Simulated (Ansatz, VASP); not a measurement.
# F: VASP beside Ansatz

The input INCAR:

```
PREC     = Accurate       # precision mode
ENCUT    = 520            # plane-wave cutoff, eV
EDIFF    = 1E-7           # SCF threshold, eV
ISMEAR   = 0              # smearing method
SIGMA    = 0.05           # smearing width, eV
LREAL    = F              # projectors in reciprocal space
LASPH    = T              # aspherical terms in the spheres
NELM     = 100            # most SCF steps
ALGO     = Normal         # electronic algorithm
ISIF     = 2              # what is computed and relaxed
LWAVE    = F              # write WAVECAR
LCHARG   = F              # write CHGCAR
GGA      = PS             # functional
NBANDS   = 22             # bands
```

KPOINTS

```
Automatic mesh
0
Gamma
  4 4 2
```

POSCAR

```
F
1.0
    2.9801222909     -1.7127784174     -0.2298527401
    2.9801222909      1.7127784174     -0.2298527401
   -2.2408243099      0.0000000000      6.8592084052
F
4
Direct
    0.0848459664      0.0848459664      0.1059920108
    0.9151540336      0.9151540336      0.8940079892
    0.5015719855      0.5015719855      0.5937195244
    0.4984280145      0.4984280145      0.4062804756
```

Input for Ansatz:

```yaml
crystal:
  lattice:
    - [2.9801222909, -1.7127784174, -0.2298527401]
    - [2.9801222909, 1.7127784174, -0.2298527401]
    - [-2.2408243099, 0.0, 6.8592084052]
  atoms:
    - { symbol: F, position: [0.0848459664, 0.0848459664, 0.1059920108] }
    - { symbol: F, position: [0.9151540336, 0.9151540336, 0.8940079892] }
    - { symbol: F, position: [0.5015719855, 0.5015719855, 0.5937195244] }
    - { symbol: F, position: [0.4984280145, 0.4984280145, 0.4062804756] }
basis:
  ecutwfc: 520.0
kpoints:
  mp_grid: { grid: [4, 4, 2] }
hamiltonian:
  xc: pbesol
scf:
  occupations: { method: gaussian, width: 0.05 }
output:
  forces: true
  stress: true
  eigenvalues: true
```

Alike in both runs: task single point; functional PBEsol; k mesh 4 × 4 × 2; occupations gaussian, width 0.05 eV; no spin polarisation.

|  | VASP | Ansatz |
| --- | --- | --- |
| version | VASP 6.6.1 | Ansatz 0.2.0 |
| potentials or method | VASP PAW PBE potentials, release 64 (F) | scalar-relativistic, plane waves, PAW |
| plane-wave cutoff (eV) | 520 | 520 |
| valence electrons in the cell | 28 | 28 |

```csv
,VASP,Ansatz,Ansatz less VASP
gap on the k mesh at the Fermi level (eV),2.29,2.35,+0.052
least direct gap on the mesh (eV),2.40,2.45,+0.047
pressure (GPa),0.8,0.4,-0.39
largest component of the traceless stress (GPa),4.66,4.46,-0.200
rms of the force components (eV/Å),1.395,1.270,-0.1259
```

Atom by atom the forces differ by 0.266 eV/Å (rms over components).

Caveats: the k mesh is coarse (spacing up to 0.54 Å⁻¹), so the values aren't converged; the PAW data sets were made with another functional, which shifts forces and pressure a little (VASP). A k mesh can miss the band edges.
